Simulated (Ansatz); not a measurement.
# Rh: straining the crystal, uniaxial strain along c

Aim: apply uniaxial strain along c to Rh from -6 to +6 %, where the lengths of a and b and the atoms relax, the angles are held, and follow energy, stress and any gap.

This is Rh in the hcp structure; at room conditions it is fcc.

Method: DFT r2SCAN, scalar-relativistic, plane waves, PAW, in Ansatz 0.2.0.

### 1 The structure to begin with

It takes space group P6_3/mmc (No. 194, hexagonal). The conventional cell has a = 2.704 Å, b = 2.704 Å, c = 4.349 Å, α = 90.00°, β = 90.00°, γ = 120.00°. Rh (site symmetry -6m2) is surrounded by 12 Rh at 2.68 to 2.70 Å.

As a file:

```cif
data_structure
_symmetry_space_group_name_H-M 'P 1'
_symmetry_Int_Tables_number 1
_cell_length_a 2.7036
_cell_length_b 2.7036
_cell_length_c 4.3486
_cell_angle_alpha 90.000
_cell_angle_beta 90.000
_cell_angle_gamma 120.000
_cell_volume 27.53
loop_
_atom_site_label
_atom_site_type_symbol
_atom_site_fract_x
_atom_site_fract_y
_atom_site_fract_z
_atom_site_occupancy
Rh1 Rh 0.66667 0.33333 0.75000 1
Rh2 Rh 0.33333 0.66667 0.25000 1
```

It goes back to an entry of the Materials Project, which need not be the stable form.

This cell was relaxed beforehand with the same method: volume 13.76 Å³/atom, gap on the mesh none (metal).

The unstrained cell comes from an earlier run at this level (2 atoms, E(σ→0) -12830.4545 eV, gap none (metal)).

### 2 The cell strained by -2.0 %

The input, input.yaml:

```yaml
crystal:
  lattice:
    - [2.7171613986, 0.0, 0.0]
    - [-1.3585806993, 2.3531307973, 0.0]
    - [0.0, 0.0, 4.2616448766]
  atoms:
    - { symbol: Rh, position: [0.6666666667, 0.3333333333, 0.75] }
    - { symbol: Rh, position: [0.3333333333, 0.6666666667, 0.25] }
basis:
  ecutwfc: 500
kpoints:
  mp_grid: { grid: [24, 24, 12] }
hamiltonian:
  xc: r2scan
scf:
  occupations: { method: gaussian, width: 0.1 }
output:
  forces: true
  stress: true
  eigenvalues: true
relax:
  adjacent_minimum: "off"
  f_tol: 0.008
  max_steps: 40
  cell: { stress_tol: 0.015, fix: [c, angles] }
```

Launch:

```console
> ansatz run input.yaml --threads 1 --pin off --max-ram 2560MiB --backend cpu --events-out ev --progress --plain --runs-dir out
```

The session goes on with these runs: the cell strained by +2.0 %; the cell strained by -4.0 %; At +4.0 %; the cell strained by -6.0 %; At +6.0 %.

**Question.** What will these runs give? Wanted: (1/V) d²E/dε² at zero strain, cubic fit; strain of the free axis a per applied strain.

The runs gave:

| quantity | value |
| --- | --- |
| largest energy cost | 63.6 meV/atom at -6.0 % |
| (1/V) d²E/dε² at zero strain, cubic fit | 348 GPa |
| strain of the free axis a per applied strain | -0.31 |

What this shows: The curvature of the energy, 348 GPa, is Young's modulus along c, angles held. Compression by 6 % costs 63.6 meV/atom and stretching 44.4. On this cell's mesh the unstrained reference holds a stress of up to 0.50 GPa. The free axis a moves against the applied strain (factor -0.31).
